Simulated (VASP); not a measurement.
# MoTe2 in VASP: one cell, several levels of theory, part 1 of 3

What does VASP give for MoTe2 in the CdI2 structure, the cell held fixed? Runs: PBE, LDA, PBEsol. The results are then set beside those of Ansatz 0.2.0 for the same cell. This is a trial cell built on a prototype, not taken from a measured structure, and it needn't be the compound's ground state.

The runs shown are made with VASP 6.6.1. PAW datasets, plane waves. Spin-unpolarised throughout. Whether this structure exists isn't addressed.

**1. The structure to begin with**

The cell comes from an earlier relaxation with r2SCAN+rVV10 in another program.

The symmetry is P-3m1 (No. 164, trigonal); a = 3.519 Å, c = 7.214 Å in the conventional setting, 25.80 Å³ an atom. Near Mo stand 6 Te at 2.73 Å; near Te stand 3 Mo at 2.73 Å.

Structure file:

Space group P-3m1 (No. 164). a = 3.519 Å, b = 3.519 Å, c = 7.214 Å, α = 90.00°, β = 90.00°, γ = 120.00°
```json
{"atom": "Mo", "site": "1a", "symmetry": "-3m.", "x": "0.0000", "y": "0.0000", "z": "0.0000"}
{"atom": "Te", "site": "2d", "symmetry": "3m.", "x": "0.3333", "y": "0.6667", "z": "0.2534"}
```

**2. PBE**

Input file INCAR:

```
ENCUT = 520.000000
SIGMA = 0.020000
EDIFF = 1.00e-07
GGA = PE
PREC = Accurate
IBRION = -1
ISIF = 2
ISMEAR = -1
NBANDS = 20
NELM = 120
NSW = 0
LASPH = .TRUE.
LCHARG = .FALSE.
LWAVE = .FALSE.
LREAL = .FALSE.
```

Input file KPOINTS:

```
KPOINTS created by Atomic Simulation Environment
0
Gamma
12 12 4
0 0 0
```

Input file KPOINTS_OPT:

```
special points
7
Reciprocal
0.0000000000 0.0000000000 0.0000000000 1
0.5000000000 0.0000000000 0.0000000000 1
0.3333333333 0.3333333333 0.0000000000 1
0.0000000000 0.0000000000 0.5000000000 1
0.5000000000 0.0000000000 0.5000000000 1
0.3333333333 0.3333333333 0.5000000000 1
0.2333333333 0.2333333333 0.5000000000 1
```

Input file POSCAR:

```
Mo Te
 1.0000000000000000
     3.5194545152357066   -0.0000000000293851   -0.0000000000000000
    -1.7597272575924052    3.0479370176726612   -0.0000000000000000
    -0.0000000000000000   -0.0000000000000000    7.2144528804336101
 Mo  Te
   1   2
Cartesian
 -0.0000000000000000  0.0000000000000000 -0.0000000000000000
  0.0000000000169654  2.0319580117719789  1.8282549640006158
  1.7597272576263363  1.0159790058712970  5.3861979164329936
```

Potentials: the recommended PBE PAW datasets, 26 valence electrons in the neutral cell.

On the command line:

```bash
$ mpirun -np 1 vasp_std
```

Standard output, without the iteration lines:

```text
POSCAR found type information on POSCAR MoTe
 POSCAR found :  2 types and       3 ions
 LDA part: xc-table for (Slater+PW92), standard interpolation
 POSCAR, INCAR and KPOINTS ok, starting setup
 FFT: planning ... GRIDC
 FFT: planning ... GRID_SOFT
 FFT: planning ... GRID
 WAVECAR not read
 entering main loop
 Start KPOINTS_OPT (optional k-point list driver)
k-point batch [1-7\7]
```

OSZICAR:

```text
N       E                     dE             d eps       ncg     rms          rms(c)
DAV:   1     0.157395649508E+03    0.15740E+03   -0.12313E+04  2968   0.116E+03
DAV:   2    -0.117023412890E+02   -0.16910E+03   -0.16481E+03  3408   0.276E+02
DAV:   3    -0.180224905912E+02   -0.63201E+01   -0.62343E+01  3420   0.472E+01
DAV:   4    -0.181198032809E+02   -0.97313E-01   -0.97115E-01  3560   0.589E+00
DAV:   5    -0.181209929501E+02   -0.11897E-02   -0.11896E-02  3284   0.608E-01    0.149E+01
DAV:   6    -0.177612695711E+02    0.35972E+00   -0.45103E+00  2928   0.115E+01    0.632E+00
DAV:   7    -0.176345081925E+02    0.12676E+00   -0.33130E+00  2884   0.811E+00    0.408E+00
DAV:   8    -0.174960173210E+02    0.13849E+00   -0.66784E-01  3024   0.417E+00    0.128E+00
DAV:   9    -0.174975235480E+02   -0.15062E-02   -0.37671E-02  3188   0.105E+00    0.478E-01
DAV:  10    -0.174965748246E+02    0.94872E-03   -0.84614E-03  3032   0.606E-01    0.151E-01
DAV:  11    -0.174966228541E+02   -0.48030E-04   -0.29859E-04  3280   0.107E-01    0.614E-02
DAV:  12    -0.174965923020E+02    0.30552E-04   -0.42194E-05  3088   0.451E-02    0.400E-02
DAV:  13    -0.174965992245E+02   -0.69225E-05   -0.18682E-05  2924   0.251E-02    0.820E-03
DAV:  14    -0.174965992669E+02   -0.42431E-07   -0.77435E-07  3224   0.523E-03
   1 F= -.17496599E+02 E0= -.17495866E+02  d E =-.146674E-02
       N       E                     dE             ncg
DAV:   1     0.275002836713E+04   -0.50801E+04      296
DAV:   2     0.152309235756E+04   -0.12269E+04      356
DAV:   3     0.148029571731E+04   -0.42797E+02      348
DAV:   4     0.147964960276E+04   -0.64611E+00      360
DAV:   5     0.147964240343E+04   -0.71993E-02      332
DAV:   6     0.147964216563E+04   -0.23780E-03      376
DAV:   7     0.147964215708E+04   -0.85563E-05      324
DAV:   8     0.147964215667E+04   -0.40413E-06      288
DAV:   9     0.147964215665E+04   -0.20250E-07      224
```

The lines after F= are the extra pass for the points of KPOINTS_OPT, at fixed density; their E is not a total energy.

From OUTCAR:

```text
k-points           NKPTS =     69   k-points in BZ     NKDIM =     69   number of bands    NBANDS=     20

   NELECT =      26.0000    total number of electrons

   dimension x,y,z NGX =    28 NGY =   28 NGZ =   54
   dimension x,y,z NGXF=    56 NGYF=   56 NGZF=  108

  energy-cutoff  :      520.00
  volume of cell :       77.39
      direct lattice vectors                 reciprocal lattice vectors
     3.519454515 -0.000000000  0.000000000     0.284134941  0.164045384  0.000000000
    -1.759727258  3.047937018  0.000000000     0.000000000  0.328090769  0.000000000
     0.000000000  0.000000000  7.214452880     0.000000000  0.000000000  0.138610650

 k-points in reciprocal lattice and weights: KPOINTS created by Atomic Simulation Env
   0.00000000  0.00000000  0.00000000       0.002
   0.08333333  0.00000000  0.00000000       0.010
   0.16666667  0.00000000  0.00000000       0.010
   0.25000000  0.00000000  0.00000000       0.010
   0.33333333  0.00000000  0.00000000       0.010
   0.41666667 -0.00000000  0.00000000       0.010
   0.50000000  0.00000000  0.00000000       0.005
   0.08333333  0.08333333  0.00000000       0.010
[... 61 more k-points ...]

 E-fermi :   8.2950

 k-point     1 :       0.0000    0.0000    0.0000
  band No.  band energies     occupation
      1     -53.0854      2.00000
      2     -27.1963      2.00000
      3     -27.1501      2.00000
      4     -27.1501      2.00000
      5      -5.1539      2.00000
      6      -4.0273      2.00000
      7       2.0926      2.00000
      8       5.6695      2.00000
      9       5.6695      2.00000
     10       6.6717      2.00000
     11       6.8804      2.00000
     12       7.4395      2.00000
     13       7.4395      2.00000
     14       9.6088      0.00000
     15       9.6088      0.00000
     16      11.6974      0.00000
     17      11.6974      0.00000
     18      13.4812      0.00000
     19      14.0841      0.00000
     20      16.4826      0.00000

 k-point     2 :       0.0833    0.0000    0.0000
  band No.  band energies     occupation
      1     -53.0848      2.00000
      2     -27.1944      2.00000
      3     -27.1587      2.00000
      4     -27.1521      2.00000
      5      -5.0528      2.00000
      6      -3.9661      2.00000
      7       2.2141      2.00000
      8       5.3517      2.00000
      9       5.7098      2.00000
     10       6.6726      2.00000
     11       6.9052      2.00000
     12       7.3128      2.00000
     13       7.3969      2.00000
     14       9.1721      0.00000
     15       9.6272      0.00000
     16      11.1380      0.00000
     17      11.5777      0.00000
     18      13.7279      0.00000
     19      14.6658      0.00000
     20      16.1692      0.00000

 k-point     3 :       0.1667    0.0000    0.0000
  band No.  band energies     occupation
      1     -53.0831      2.00000
      2     -27.1894      2.00000
      3     -27.1820      2.00000
      4     -27.1576      2.00000
      5      -4.7574      2.00000
      6      -3.7898      2.00000
      7       2.5651      2.00000
      8       4.7751      2.00000
      9       5.7773      2.00000
     10       6.0850      2.00000
     11       6.7801      2.00000
     12       7.0853      2.00000
     13       7.3265      2.00000
     14       8.6069      0.00000
     15       9.5469      0.00000
     16      10.5558      0.00000
     17      11.4170      0.00000
     18      13.9631      0.00000
     19      15.0288      0.00000
     20      16.0867      0.00000

 k-point     4 :       0.2500    0.0000    0.0000
  band No.  band energies     occupation
      1     -53.0806      2.00000
      2     -27.2140      2.00000
      3     -27.1822      2.00000
      4     -27.1651      2.00000
      5      -4.2959      2.00000
      6      -3.5221      2.00000
      7       3.0911      2.00000
      8       4.2121      2.00000
      9       4.8037      2.00000
     10       5.7297      2.00000
     11       6.6548      2.00000
     12       6.8305      2.00000
     13       7.0259      2.00000
     14       8.4595      0.00054
     15       9.2942      0.00000
     16      10.7532      0.00000
     17      11.3919      0.00000
     18      13.8674      0.00000
     19      14.5251      0.00000
     20      14.9049      0.00000

 k-point     5 :       0.3333    0.0000    0.0000
  band No.  band energies     occupation
      1     -53.0782      2.00000
      2     -27.2457      2.00000
      3     -27.1751      2.00000
      4     -27.1726      2.00000
      5      -3.7345      2.00000
      6      -3.2086      2.00000
      7       3.3130      2.00000
      8       3.6174      2.00000
      9       4.0128      2.00000
     10       5.5511      2.00000
     11       5.8992      2.00000
     12       6.6852      2.00000
     13       7.1710      2.00000
     14       8.6983      0.00000
     15       9.0350      0.00000
     16      11.1392      0.00000
     17      11.4275      0.00000
     18      13.3866      0.00000
     19      13.8464      0.00000
     20      14.2356      0.00000

 k-point     6 :       0.4167   -0.0000    0.0000
  band No.  band energies     occupation
      1     -53.0765      2.00000
      2     -27.2687      2.00000
      3     -27.1780      2.00000
      4     -27.1700      2.00000
      5      -3.2319      2.00000
      6      -2.9144      2.00000
      7       2.3433      2.00000
      8       3.3842      2.00000
      9       4.3410      2.00000
     10       5.3865      2.00000
     11       5.3971      2.00000
     12       6.6142      2.00000
     13       7.3253      2.00000
     14       8.9004      0.00000
     15       9.0244      0.00000
     16      10.8858      0.00000
     17      11.4554      0.00000
     18      13.2118      0.00000
     19      13.5758      0.00000
     20      14.1886      0.00000

 k-point     7 :       0.5000    0.0000    0.0000
  band No.  band energies     occupation
      1     -53.0758      2.00000
      2     -27.2771      2.00000
      3     -27.1801      2.00000
      4     -27.1681      2.00000
      5      -3.0389      2.00000
      6      -2.7599      2.00000
      7       1.9310      2.00000
      8       3.2711      2.00000
      9       4.4321      2.00000
     10       5.3240      2.00000
     11       5.3433      2.00000
     12       6.5883      2.00000
     13       7.3794      2.00000
     14       8.8729      0.00000
     15       9.1711      0.00000
     16      10.6089      0.00000
     17      11.4642      0.00000
     18      12.9856      0.00000
     19      13.9438      0.00000
     20      14.4622      0.00000

 k-point     8 :       0.0833    0.0833    0.0000
  band No.  band energies     occupation
      1     -53.0836      2.00000
      2     -27.1909      2.00000
      3     -27.1742      2.00000
      4     -27.1563      2.00000
      5      -4.8544      2.00000
      6      -3.8473      2.00000
      7       2.4510      2.00000
      8       4.9423      2.00000
      9       5.7362      2.00000
     10       6.5246      2.00000
     11       6.6336      2.00000
     12       7.0392      2.00000
     13       7.4919      2.00000
     14       8.8184      0.00000
     15       9.3869      0.00000
     16      10.9361      0.00000
     17      11.1701      0.00000
     18      13.9778      0.00000
     19      15.3856      0.00000
     20      16.0614      0.00000

 k-point     9 :       0.1667    0.0833    0.0000
  band No.  band energies     occupation
      1     -53.0815      2.00000
      2     -27.2008      2.00000
      3     -27.1849      2.00000
      4     -27.1638      2.00000
      5      -4.4747      2.00000
      6      -3.6247      2.00000
      7       2.8970      2.00000
      8       4.4276      2.00000
      9       5.3508      2.00000
     10       5.8187      2.00000
     11       6.3533      2.00000
     12       7.0193      2.00000
     13       7.2648      2.00000
     14       8.6108      0.00000
     15       9.1479      0.00000
     16      10.6026      0.00000
     17      11.2199      0.00000
     18      14.1611      0.00000
     19      15.4360      0.00000
     20      15.5809      0.00000

 k-point    10 :       0.2500    0.0833    0.0000
  band No.  band energies     occupation
      1     -53.0791      2.00000
      2     -27.2312      2.00000
      3     -27.1780      2.00000
      4     -27.1725      2.00000
      5      -3.9572      2.00000
      6      -3.3325      2.00000
      7       3.4456      2.00000
      8       3.9150      2.00000
      9       4.1907      2.00000
     10       5.4643      2.00000
     11       6.2060      2.00000
     12       6.4498      2.00000
     13       7.3286      2.00000
     14       8.6017      0.00000
     15       9.0770      0.00000
     16      10.5332      0.00000
     17      11.4923      0.00000
     18      13.9621      0.00000
     19      14.4625      0.00000
     20      14.8031      0.00000

[... the tables of k-points 11 to 69 left out ...]

  Total        0.6249067      0.6249067      1.4333383     -0.0000000     -0.0000000     -0.0000000
  in kB       12.9372221     12.9372221     29.6738940     -0.0000000     -0.0000000     -0.0000000
  external PRESSURE =      18.5161127 kB  Pullay stress =       0.0000000 kB

 POSITION                                       TOTAL-FORCE (eV/Angst)
 -----------------------------------------------------------------------------------
      0.00000      0.00000      0.00000         0.000000     -0.000000      0.000000
      0.00000      2.03196      1.82825         0.000000      0.000000      0.233342
      1.75973      1.01598      5.38620        -0.000000      0.000000     -0.233342
 -----------------------------------------------------------------------------------
    total drift:                                0.000000      0.000000      0.000000

  FREE ENERGIE OF THE ION-ELECTRON SYSTEM (eV)
  ---------------------------------------------------
  free  energy   TOTEN  =       -17.4965992669 eV

  energy  without entropy=      -17.4951325226  energy(sigma->0) =      -17.49586589
```

Hardware: 1 MPI rank of Intel Xeon 6975P-C, shared host.

The levels at the points of KPOINTS_OPT are read from vasprun.xml.

Near the gap, in eV above the top of the last filled band v; c is the band after it:

```
point    v−1      v      c   c+1
    Γ  -1.28  -1.28   0.89  0.89
    M  -2.13  -1.34   0.16  0.45
    K  -3.64   0.00   0.00  0.02
    A  -1.28  -1.09   0.76  0.76
    L  -2.37  -1.09   0.16  0.64
    H  -3.55  -0.51  -0.51  0.08
```

At the PBE level the bands overlap by 0.59 eV: a metal or semimetal. Pressure: 1.85 GPa, and the largest force is 0.233 eV/Å, on atom 2 (Te).

(Continued in part 2 of 3.)
